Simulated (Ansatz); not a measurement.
This is a single-point calculation with the plane-wave code Ansatz on BP in the zincblende structure; the level of theory is HSE06. The cell was relaxed with r2SCAN and then strained (uniaxial +1.88 % along x, other directions held), with the atoms relaxed again with r2SCAN; k points keep the names of the unstrained zone.

Input file:
```yaml
crystal:
  lattice:
    - [0.0, 2.268315684, 2.268315684]
    - [2.3109600188, 0.0, 2.268315684]
    - [2.3109600188, 2.268315684, 0.0]
  atoms:
    - { symbol: B, position: [0.0, 0.0, 0.0] }
    - { symbol: P, position: [0.25, 0.25, 0.25] }
kpoints:
  mp_grid: { grid: [6, 6, 6] }
  band_path:
    path:
      - [0.0, 0.0, 0.0]
      - [-0.5, -0.5, 0.0]
      - [-0.375, -0.375, 0.25]
      - [-0.375, 0.0, 0.375]
      - [0.0, 0.0, 0.5]
      - [-0.5, -0.25, 0.25]
      - [0.411458, 0.0, 0.411458]
    npoints: 1
hamiltonian:
  xc: hse06
scf:
  occupations: { method: fixed }
  n_extra_bands: 4
output:
  forces: true
  stress: true
  eigenvalues: true
```

Run as `ansatz run input.yaml --threads 4 --pin off --max-ram 3686MiB --backend cpu --events-out ev --progress --plain --runs-dir out`. Wall time 8.4 s on 4 threads of Intel(R) Xeon(R) 6975P-C (Granite Rapids) (shared host); peak host memory 0.72 GiB.

The log, with set-up remarks and timings taken out:
```
Functional definition: HSE06
  parameter a = 0.25
  parameter omega = 0.11/bohr
  exchange = pbe_x - a*pbe_x_sr(omega) + a*exact_x_sr(omega)
  correlation = pbe_c
Crystal: 2 atoms, lattice volume = 23.781 Å³
Basis set: ecut = 420 eV, 475 PW (Γ)
Bands: 8, of which v1, the nominal top of the filled ones, is band 4 counted from 1 (3 counted from 0)
Symmetry: 8 space group operations
Space group: I-4m2 (ITA 119)
k-points: 30 of 216 (time reversal used)
[warm-up without exact exchange]
SCF 1 stopped early in 2 iterations: F = -912.420555 eV  dr2 = 1.12e-5
[exact exchange on]
Exchange kernel: α = 0.2500, screened, ω = 0.2079 Å⁻¹, Wigner–Seitz truncation, v(0) = 1042.9108 eV·Å³, q-mesh 6×6×6
SCF 2 stopped early in 5 iterations: F = -913.103167 eV  dr2 = 1.62e-6
hybrid outer 1: dexx = +2.385e-3 eV, tail = 4.59e-6 eV
SCF 3 converged in 2 iterations: F = -913.103160 eV  dr2 = 8.90e-9
hybrid outer 2: dexx = +2.728e-8 eV, tail = 1.83e-8 eV, Δε = 1.72e-3 eV
hybrid SCF converged: 2 outer / 7 inner (+2 warm-up)
Free energy (F): -913.103160 eV
Fermi energy:    8.677622 eV
--- Stress (GPa, compression-positive) ---
       -7.951883       0.000000       0.000000
        0.000000      -2.603206       0.000000
        0.000000       0.000000      -2.603206
  P = ⅓ Tr σ = -4.3861 GPa (-43.861 kbar)
--- Band table (eV; the first three rows and the last of 30) ---
  k-point 0: bands = [-8.3073, 8.4819, 8.6776, 8.6776, 12.8936, 12.8936, 12.9991, 17.0131]
  k-point 1: bands = [-7.7686, 5.5627, 7.8327, 7.9987, 13.4870, 13.8679, 13.9272, 18.4103]
  k-point 2: bands = [-6.2338, 1.2733, 6.9156, 7.1441, 13.3298, 14.4367, 14.5475, 19.9478]
  k-point 29: bands = [-2.7527, -0.4446, 2.9041, 3.0725, 13.1914, 13.7881, 18.7220, 19.3880]
```

The rows of the band table are 0: (0, 0, 0) = Γ, 1: (0, 0, 1/6), 2: (0, 0, 1/3), 29: (-1/2, 1/6, -1/3).

Levels at the listed points, from bands.tsv (eV from the Fermi energy, bands near the gap, counted from 0):
```tsv
# k_distance	band_0	band_1	band_2	band_3	band_4	band_5	band_6	band_7
# fermi_ev = 8.677622
# [0, 0, 0] at k_distance = 0.000000
# [-0.5, -0.5, 0] at k_distance = 1.384989
# [-0.375, -0.375, 0.25] at k_distance = 1.870160
# [-0.375, 0, 0.375] at k_distance = 2.707888
# [0, 0, 0.5] at k_distance = 3.553429
# [-0.5, -0.25, 0.25] at k_distance = 4.532764
# [0.411458, 0, 0.411458] at k_distance = 6.450886
# levels_relative_to = fermi_ev
0.000	-16.985	-0.196	0.000	0.000	4.216	4.216	4.321	8.335
1.385	-11.627	-9.481	-4.606	-4.565	1.965	2.273	13.331	13.745
1.870	-11.683	-9.040	-6.735	-3.923	2.808	6.830	10.960	11.925
2.708	-11.683	-9.040	-6.735	-3.923	2.808	6.830	10.960	11.925
3.553	-13.391	-9.925	-2.101	-1.846	4.511	5.592	5.741	11.230
4.533	-11.357	-8.963	-6.145	-5.900	6.075	7.425	8.122	8.292
6.451	-12.780	-8.094	-4.410	-4.365	1.844	2.912	12.302	12.808
```
In order the rows are Γ, X, U, K, L, W, Γ–X (0.82).

With HSE06 the valence top lies at Γ and the conduction bottom at Γ–X (0.82 of the way from Γ), 1.84 eV higher; the smallest vertical gap, at Γ, is 4.22 eV. With the atoms held, the mean pressure is -4.4 GPa (compression positive). The stress of a hybrid is loosely converged here.

(Simulation; spin polarisation is off.)

The meshes of the hybrids are coarse, so their gaps aren't converged to the digits shown.
